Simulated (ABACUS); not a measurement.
Pt:

```
CELL_PARAMETERS angstrom
0.00000 1.96090 1.96090
1.96090 0.00000 1.96090
1.96090 1.96090 0.00000
ATOMIC_POSITIONS crystal
Pt 0.00000 0.00000 0.00000
```

Base run:

| Item | Value |
| --- | --- |
| Program | ABACUS 3.10.1 |
| Functional | PBEsol |
| Potentials or basis | GBRV ultrasoft 1.5 PBE |
| Cutoff | 544 eV |
| Density cutoff | 4354 eV |
| Basis | plane waves |
| k mesh | 10 × 10 × 10 |
| Occupations | fermi-dirac, width 0.05 eV |
| Spin | no spin polarisation |

Its results: band gap on the k mesh none (metal or under the smearing width); pressure -1.8 GPa.

The run is repeated on the same cell with these changes: functional from PBEsol to rPW86PBE; potentials or basis from GBRV ultrasoft 1.5 PBE to PseudoDojo NC SR 0.4.1 PBE standard; cutoff from 544 eV to 1143 eV; density cutoff from 4354 eV to 4572 eV; valence electrons from 16 to 18. What comes out?

Band gap on the k mesh none (metal or under the smearing width); pressure 24.9 GPa.

Caveats: the potentials were made for another functional, which shifts forces and pressure; so large a pressure means that the cell lies far from this level's equilibrium, or that cutoff or potentials fall short (some runs).

Not every run made on this cell is shown here.
